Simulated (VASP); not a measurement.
# Cs (C2/m) in VASP: notebook

The runs below take Cs through single point, with PBEsol.

Program: VASP 6.6.1. These are calculated values, not measurements. Logs are shortened: lines on timing, memory, paths and dates and some standing lists are left out, and cuts for length are marked.

## 1. The crystal as given

Symmetry: C2/m, No. 12, monoclinic system. The conventional cell has a = 6.038 Å, b = 8.676 Å, c = 5.110 Å, α = 90.00°, β = 120.26°, γ = 90.00°.

This isn't the form of Cs at room conditions, which is bcc.

## 2. Single point, PBEsol

Contents of INCAR:

```
ADDGRID = False
ALGO = Normal
EDIFF = 1E-6
ENCUT = 250
GGA = PS
ISIF = 2
ISMEAR = 1
LASPH = True
LCHARG = False
LREAL = False
LWAVE = False
NELM = 100
PREC = Accurate
SIGMA = 0.1
```

Contents of KPOINTS:

```
k-points
0
Gamma
  6 6 6
```

Contents of POSCAR:

```
Cs
1.0
    3.0190110000     -4.3381320000      0.0000000000
    3.0190110000      4.3381320000      0.0000000000
   -2.5749360000      0.0000000000      4.4138870000
Cs
1
Direct
    0.0000000000      0.0000000000      0.5000000000
```

Potentials or basis: VASP PAW PBE potentials, release 64 (Cs_sv).

Started as:

```sh
> cat potpaw_PBE.64/Cs_sv/POTCAR > POTCAR
> mpirun -np 1 vasp_std > vasp.out
```

OUTCAR:

```text
EDIFF = 1E-6
   ENCUT = 250
   GGA = PS
   ISIF = 2
   ISMEAR = 1
   LASPH = True
   LREAL = False
   NELM = 100
   PREC = Accurate

 Found     68 irreducible k-points:

 Following reciprocal coordinates:
            Coordinates               Weight
  0.000000  0.000000  0.000000      1.000000
  0.166667  0.000000  0.000000      4.000000
  0.333333  0.000000 -0.000000      4.000000
  0.500000  0.000000 -0.000000      2.000000
  0.166667  0.166667  0.000000      2.000000
  0.333333  0.166667 -0.000000      4.000000
   k-points           NKPTS =     68   k-points in BZ     NKDIM =     68   number of bands    NBANDS=      8
   number of dos      NEDOS =    301   number of ions     NIONS =      1
   total plane-waves  NPLWV =  21952
   dimension x,y,z NGX =    28 NGY =   28 NGZ =   28
   dimension x,y,z NGXF=    56 NGYF=   56 NGZF=   56
   ions per type =               1
   NGX,Y,Z   is equivalent  to a cutoff of   8.81,  8.81,  9.11 a.u.
   NGXF,Y,Z  is equivalent  to a cutoff of  17.61, 17.61, 18.22 a.u.
 SYSTEM =  unknown system
   PREC   = accura    normal or accurate (medium, high low for compatibility)
   ISTART =      0    job   : 0-new  1-cont  2-samecut
   ICHARG =      2    charge: 1-file 2-atom 10-const
   ISPIN  =      1    spin polarized calculation?
   LNONCOLLINEAR =      F non collinear calculations
   LSORBIT =      F    spin-orbit coupling
   LASPH  =      T    aspherical Exc in radial PAW
   ENCUT  =  250.0 eV  18.37 Ry    4.29 a.u.   6.81  6.81  6.59*2*pi/ulx,y,z
   NELM   =    100;   NELMIN=  2; NELMDL= -5     # of ELM steps
   EDIFF  = 0.1E-05   stopping-criterion for ELM
   LREAL  =      F    real-space projection
   EDIFFG = 0.1E-04   stopping-criterion for IOM
   NSW    =      0    number of steps for IOM
   IBRION =     -1    ionic relax: 0-MD 1-quasi-New 2-CG
   NFREE  =      0    steps in history (QN), initial steepest desc. (CG)
   ISIF   =      2    stress and relaxation
   ISYM   =      2    0-nonsym 1-usesym 2-fastsym
   POTIM  = 0.5000    time-step for ionic-motion
   TEBEG  =    0.0;   TEEND  =   0.0 temperature during run
   PSTRESS=    0.0 pullay stress
   NELECT =       9.0000    total number of electrons
   NUPDOWN=      -1.0000    fix difference up-down
   EMIN   =  10.00;   EMAX   =-10.00  energy-range for DOS
   EFERMI =   0.00;   METHOD = LEGACY
   ISMEAR =     1;   SIGMA  =   0.10  broadening in eV -4-tet -1-fermi 0-gaus
   EFERMI_NEDOS =   21; number of points for ismear=-14 and -15
   IALGO  =     38    algorithm
   IMIX   =      4    mixing-type and parameters
     AMIX     =   0.40;   BMIX     =  1.00
     AMIX_MAG =   1.60;   BMIX_MAG =  1.00
  volume/ion in A,a.u.               =     115.62       780.22
  Fermi-wavevector in a.u.,A,eV,Ry     =   0.699009  1.320936  6.647992  0.488614
  Thomas-Fermi vector in A             =   1.782770
   LORBIT       =      0    0 simple, 1 ext, 2 COOP (PROOUT), +10 PAW based schemes
   GGA     = PS    functional components
   LHFCALC =     F    Hartree Fock is set to
   AEXX    =    0.0000 exact exchange contribution
   IVDW    =     0    specifies the selected vdW correction
   LEPSILON=     F    determine dielectric tensor
   LRPA    =     F    only Hartree local field effects (RPA)
 non-spin polarized calculation
 Methfessel and Paxton  Order N= 1 SIGMA  =   0.10
  energy-cutoff  :      250.00
  volume of cell :      115.62
 maximum number of plane-waves:      1060
   NGX = 13   NGY = 13   NGZ = 13

 number of electron       8.9999990 magnetization

 Free energy of the ion-electron system (eV)
  ---------------------------------------------------
  ext. energy  EPLUGINS =         0.00000000
  ---------------------------------------------------
  free energy    TOTEN  =        -0.92814176 eV

  energy without entropy =       -0.92713182  energy(sigma->0) =       -0.92780512

 E-fermi :   0.3680     XC(G=0):  -5.4617

 val. band max:        0.3620903927   @ k =   0.0000   0.0000   0.5000
 cond. band min:       0.3693032180   @ k =   0.1667   0.1667   0.5000
 fundamental gap:      0.0072128253
 Fermi energy:         0.3679794406

 k-point     1 :       0.0000    0.0000    0.0000
  band No.  band energies     occupation
      1     -23.4883      2.00000
      2     -10.2236      2.00000
      3     -10.2116      2.00000
      4     -10.1999      2.00000
      5      -1.3149      2.00000
      6       2.6115      0.00000
      7       2.7697      0.00000
      8       3.0723      0.00000

 k-point     2 :       0.1667    0.0000    0.0000
  band No.  band energies     occupation
      1     -23.4871      2.00000
      2     -10.2509      2.00000
      3     -10.2223      2.00000
      4     -10.2019      2.00000
      5      -1.0341      2.00000
      6       2.3670     -0.00000
      7       2.4359      0.00000
      8       3.2568      0.00000

 k-point     3 :       0.3333    0.0000   -0.0000
  band No.  band energies     occupation
      1     -23.4845      2.00000
      2     -10.3121      2.00000
      3     -10.2375      2.00000
      4     -10.2039      2.00000
      5      -0.3059      2.00000
      6       1.6149     -0.00000
      7       2.0955     -0.00000
      8       3.8895      0.00000

 k-point     4 :       0.5000    0.0000   -0.0000
  band No.  band energies     occupation
      1     -23.4832      2.00000
      2     -10.3422      2.00000
      3     -10.2449      2.00000
      4     -10.2048      2.00000
      5       0.3221      1.69273
      6       1.1119     -0.00000
      7       1.9555     -0.00000
      8       3.7590      0.00000

 k-point     5 :       0.1667    0.1667    0.0000
  band No.  band energies     occupation
      1     -23.4853      2.00000
      2     -10.2812      2.00000
      3     -10.2416      2.00000
      4     -10.2080      2.00000
      5      -0.5338      2.00000
      6       1.9002     -0.00000
      7       2.0884     -0.00000
      8       3.6607      0.00000

 k-point     6 :       0.3333    0.1667   -0.0000
  band No.  band energies     occupation
      1     -23.4832      2.00000
      2     -10.3193      2.00000
      3     -10.2627      2.00000
      4     -10.2108      2.00000
      5       0.2789      2.01955
      6       1.3392     -0.00000
      7       1.8328     -0.00000
      8       3.6383      0.00000

 [... further k-points ...]
[... 5 lines left out ...]
  --------------------------------------------------------------------------------------
  -------------------------------------------------------------------------------------
  Total       -0.0751175     -0.0938482     -0.0908828      0.0000000      0.0000000      0.0054649
  in kB       -1.0409573     -1.3005230     -1.2594290      0.0000000      0.0000000      0.0757306
  external PRESSURE =      -1.2003031 kB  Pullay stress =       0.0000000 kB

 VOLUME and BASIS-vectors are now :
 -----------------------------------------------------------------------------
  energy-cutoff  :      250.00
  volume of cell :      115.62
      direct lattice vectors                 reciprocal lattice vectors
     3.019011000 -4.338132000  0.000000000     0.165617151 -0.115256982  0.096616330
     3.019011000  4.338132000  0.000000000     0.165617151  0.115256982  0.096616330
    -2.574936000  0.000000000  4.413887000     0.000000000  0.000000000  0.226557680

 POSITION                                       TOTAL-FORCE (eV/Angst)
 -----------------------------------------------------------------------------------
     -1.28747      0.00000      2.20694         0.000000      0.000000      0.000000
 -----------------------------------------------------------------------------------
    total drift:                               -0.000000      0.000000     -0.000000

  FREE ENERGIE OF THE ION-ELECTRON SYSTEM (eV)
  ---------------------------------------------------
  free  energy   TOTEN  =        -0.9281417618 eV

  energy  without entropy=       -0.9271318217  energy(sigma->0) =       -0.92780512
```

Wall time 10 s (1 thread of Intel Xeon Platinum 8488C (Sapphire Rapids), shared host); peak memory 0.16 GiB.

The run converged, but some of its settings lie outside the range that counts as converged, so its numbers aren't taken as properties of the crystal.

What came out:

| Item | Value |
| --- | --- |
| Free energy | -0.9281 eV |
| Band gap on the k mesh | none (metal or under the smearing width) |

Caveat: the cutoff is under 1.25 times the usual one of these potentials, so pressure, stress and relaxed cells hold a basis-set (Pulay) error; the PAW data sets were made with another functional, which shifts forces and pressure a little.

(Continued in part 2 of 2.)
